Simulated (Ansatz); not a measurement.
# W under changes of volume

One of the cells (15.848 Å³/atom); the others are scaled copies at fixed shape and fractional positions:

```
CELL_PARAMETERS angstrom
-1.58234 1.58234 1.58234
1.58234 -1.58234 1.58234
1.58234 1.58234 -1.58234
ATOMIC_POSITIONS crystal
W 0.00000 0.00000 0.00000
```

```yaml
Program: Ansatz 0.2.0
Functional: RPBE
Dispersion: D4
Potentials_or_basis: Ansatz PAW
Cutoff: "420 eV (not typed: the program's choice for these potentials)"
k_mesh: 12 × 12 × 12
Occupations: fermi-dirac, width 0.05 eV
Spin: no spin polarisation
```

```tsv
volume (Å³/atom)	energy over the lowest point (meV/atom)	pressure (GPa)
14.897	?	?
15.214	16.87	11.2
15.531	1.82	4.1
15.848	0.00	-2.3
16.165	10.28	-8.2
16.482	31.55	-13.5
16.798	62.83	-18.3
```

**Question.** What does the run at 14.897 Å³/atom give?

**Answer.** Energy over the lowest point 46.57 meV/atom; pressure 19.0 GPa.

Worked out: A Birch-Murnaghan fit of order 3 (a polynomial in V^(-2/3)) to the other rows has its minimum at 15.73 Å³/atom with B0 = V·E''(V) = 313 GPa and B' = 3.5. It gives 46.41 meV/atom at 14.897 Å³/atom, against the run's 46.57, and -dE/dV = 18.8 GPa, against 19.0.

Energies are extrapolated to zero smearing.

Caveats: pairwise dispersion overbinds metals, which lowers pressure and volume; the PAW data sets come from PBE, with cores solved anew for the run's functional, which leaves a small shift of forces and pressure.
